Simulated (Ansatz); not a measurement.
Zincblende BeS, relaxed with r2SCAN in the PAW code Ansatz. It is cubic, F-43m (No. 216); a = 4.869 Å in the conventional setting, 14.43 Å³ an atom. Be is surrounded by 4 S at 2.11 Å; S is surrounded by 4 Be at 2.11 Å.

The axes x, y and z are those of this cell:
```xyz
2
Lattice="0.0000 2.4343 2.4343 2.4343 0.0000 2.4343 2.4343 2.4343 0.0000" Properties=species:S:1:pos:R:3 pbc="T T T"
Be    0.0000    0.0000    0.0000
S     1.2172    1.2172    1.2172
```

Unstrained: PBE gives an indirect gap of 3.135 eV, from Γ to X; the least direct gap is 5.617 eV at Γ–K (0.10 of the way from Γ). With r2SCAN the valence top lies at Γ and the conduction bottom at X, 3.589 eV higher; the smallest vertical gap, at Γ, is 6.234 eV. The HSE06 gap is indirect, 4.085 eV (Γ to X), below the direct gap of 6.804 eV at Γ–K (0.10 of the way from Γ). Meshes: PBE 10×10×10, r2SCAN 10×10×10, HSE06 6×6×6. Strains are changes of length per length. After each strain the atoms were relaxed again with r2SCAN within the symmetry that the strain leaves, so tilts or polar shifts that break it weren't tested; points keep the names that they have in the unstrained zone. No spin polarisation and no zero-point or thermal motion.

Question: Estimate what isotropic +1.0 % on every length does to the gap.

Answer: PBE: the gap goes from 3.135 to 3.198 eV (+0.063 eV). r2SCAN: the gap goes from 3.589 to 3.653 eV (+0.064 eV). HSE06: the gap goes from 4.085 to 4.150 eV (+0.065 eV). The r2SCAN energy rises by 3.8 meV an atom.

Question: Apply isotropic +2.0 % on every length. How far does the gap move, against the unstrained cell?

Answer: PBE: the gap goes from 3.135 to 3.257 eV (+0.122 eV). r2SCAN: the gap goes from 3.589 to 3.711 eV (+0.122 eV). HSE06: the gap goes from 4.085 to 4.209 eV (+0.124 eV). The r2SCAN energy rises by 15.0 meV an atom.

Question: Apply isotropic +3.0 % on every length. How far does the gap move, against the unstrained cell?

Answer: PBE: the gap goes from 3.135 to 3.311 eV (+0.176 eV). r2SCAN: the gap goes from 3.589 to 3.764 eV (+0.175 eV). HSE06: the gap goes from 4.085 to 4.264 eV (+0.179 eV). The r2SCAN energy rises by 32.8 meV an atom.

Question: Estimate what isotropic +4.0 % on every length does to the gap.

Answer: PBE: the gap goes from 3.135 to 3.360 eV (+0.225 eV). r2SCAN: the gap goes from 3.589 to 3.813 eV (+0.224 eV). HSE06: the gap goes from 4.085 to 4.314 eV (+0.229 eV). The r2SCAN energy rises by 56.7 meV an atom.

Question: Estimate what isotropic -4.0 % on every length does to the gap.

Answer: PBE: the gap goes from 3.135 to 2.831 eV (-0.304 eV). r2SCAN: the gap goes from 3.589 to 3.283 eV (-0.306 eV). HSE06: the gap goes from 4.085 to 3.771 eV (-0.314 eV). The r2SCAN energy rises by 70.7 meV an atom.

Question: Estimate what isotropic -2.0 % on every length does to the gap.

Answer: PBE: the gap goes from 3.135 to 2.994 eV (-0.141 eV). r2SCAN: the gap goes from 3.589 to 3.447 eV (-0.142 eV). HSE06: the gap goes from 4.085 to 3.940 eV (-0.145 eV). The r2SCAN energy rises by 16.7 meV an atom.

Question: Apply isotropic -3.0 % on every length. How far does the gap move, against the unstrained cell?

Answer: PBE: the gap goes from 3.135 to 2.915 eV (-0.220 eV). r2SCAN: the gap goes from 3.589 to 3.368 eV (-0.221 eV). HSE06: the gap goes from 4.085 to 3.858 eV (-0.227 eV). The r2SCAN energy rises by 38.6 meV an atom.

Question: Apply isotropic -1.0 % on every length. How far does the gap move, against the unstrained cell?

Answer: PBE: the gap goes from 3.135 to 3.067 eV (-0.068 eV). r2SCAN: the gap goes from 3.589 to 3.521 eV (-0.068 eV). HSE06: the gap goes from 4.085 to 4.015 eV (-0.070 eV). The r2SCAN energy rises by 4.1 meV an atom.

The meshes of the hybrids are coarse, so their gaps aren't converged to the digits shown.
